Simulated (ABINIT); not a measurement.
Planning a run of ABINIT 10.8.3 on BN (P6_3/mmc). The input:

```
acell 3*1.0 Angstrom
rprim 
  2.503989999987 0.000000000003 0.000000000000
  -1.251994999996 2.168518950810 0.000000000000
  0.000000000000 0.000000000000 6.661200000000
ntypat 2
znucl 5 7
natom 4
typat 1 1 2 2
xred 
  0.333333333333 0.666666666667 0.250000000000
  0.666666666667 0.333333333333 0.750000000000
  0.333333333333 0.666666666667 0.750000000000
  0.666666666667 0.333333333333 0.250000000000
pp_dirpath "pseudos"
pseudos "B.upf, N.upf"
ecut 36
ngkpt 6 6 2
nshiftk 1
shiftk 0 0 0
kptopt 1
chksymbreak 0
istwfk *1
occopt 1
irdwfk 1
optdriver 4
nband 206
gwcalctyp 0
ecutsigx 36
symsigma 1
nkptgw 14
kptgw 
  0.0000000000 0.0000000000 0.0000000000
  0.1666666667 0.0000000000 0.0000000000
  0.3333333333 0.0000000000 0.0000000000
  0.5000000000 0.0000000000 0.0000000000
  0.1666666667 0.1666666667 0.0000000000
  0.3333333333 0.1666666667 0.0000000000
  0.3333333333 0.3333333333 0.0000000000
  0.0000000000 0.0000000000 0.5000000000
  0.1666666667 0.0000000000 0.5000000000
  0.3333333333 0.0000000000 0.5000000000
  0.5000000000 0.0000000000 0.5000000000
  0.1666666667 0.1666666667 0.5000000000
  0.3333333333 0.1666666667 0.5000000000
  0.3333333333 0.3333333333 0.5000000000
bdgw 
  3 14
  3 14
  3 14
  3 14
  3 14
  3 14
  3 14
  3 14
  3 14
  3 14
  3 14
  3 14
  3 14
  3 14
ecuteps 9
irdscr 1
ppmodel 1
indata_prefix "in"
outdata_prefix "out"
tmpdata_prefix "tmp"
```

```sh
OMP_NUM_THREADS=1 mpirun -n 4 abinit run.abi > log
```

Q: Estimate wall time and host memory on 4 MPI ranks of Arm Neoverse V1, shared host.

It took 25 min; on shared hardware allow 13 min to 50 min. Peak host memory was 1.6 GiB.

[Paths, hosts, dates, memory and timing lines, banners, echoed tables and standing remarks are left out of the program output.]

[Logs are printed without paths, hosts, clocks, repeated set-up lines and the standing remarks that a program may print on its own settings, such as how far it seeks lower states.]

[Runs of the session that timed out or met a known fault of the program may be left out.]

[Hosts, paths, dates, database ids (printed as entryN), source tags and the programs' standing remarks are cut or masked in the printed files.]

[G0W0 gaps are taken among the corrected bands and points alone; a level outside them can change the order at an edge.]

[Where Ansatz stands beside ABINIT at settings called matched, ABINIT's density can come from a denser mesh and the files from another edition; pairs whose starting gaps differed by over 0.03 eV were left out, so agreement reads better than it is.]
